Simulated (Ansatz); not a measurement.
# Energy landscape near a Sb structure

Computed with DFT PBE, scalar-relativistic, plane waves, PAW in Ansatz.

Settings: cutoff 420 eV, Γ-centred mesh 15×15×8 on the computed 2-atom cell, Gaussian smearing of 0.10 eV; no spin polarisation.

Reference cell:

```
Sb
1.0
     3.36900    0.00000    0.00000
    -1.68450    2.91764    0.00000
     0.00000    0.00000    5.33000
Sb
2
Direct
  0.33333 0.66667 0.25000
  0.66667 0.33333 0.75000
```

Each variant moves atoms of this cell by the vectors given, if any (Å), and then applies a symmetric strain (tensor components, Cartesian axes). The reference cell isn't relaxed at this level. Energies are per atom at zero smearing, counted from the lowest variant. Pressure is positive in compression.

1. strain (xx yy zz yz xz xy, %) 2.78 2.78 5.78 0.00 0.00 0.00
2. strain (xx yy zz yz xz xy, %) -4.07 -4.07 4.93 0.00 0.00 0.00
3. strain (xx yy zz yz xz xy, %) 1.06 1.06 -7.94 0.00 0.00 0.00

```json
{"variant": "1", "ΔE (meV/atom)": "0.0", "P (GPa)": "-3.43", "largest force (eV/Å)": "0.00", "gap on mesh (eV)": "0", "space group": "P6_3/mmc"}
{"variant": "2", "ΔE (meV/atom)": "?", "P (GPa)": "?", "largest force (eV/Å)": "?", "gap on mesh (eV)": "?", "space group": "?"}
{"variant": "3", "ΔE (meV/atom)": "58.4", "P (GPa)": "8.46", "largest force (eV/Å)": "0.00", "gap on mesh (eV)": "0", "space group": "P6_3/mmc"}
```

Problem. Give the withheld rows.

Solution.
```json
{"variant": "2", "ΔE (meV/atom)": "24.9", "P (GPa)": "6.23", "largest force (eV/Å)": "0.00", "gap on mesh (eV)": "0", "space group": "P6_3/mmc"}
```

Spin-orbit coupling is left out, which matters for the bands of heavy elements.

This form isn't the element's structure at ambient conditions.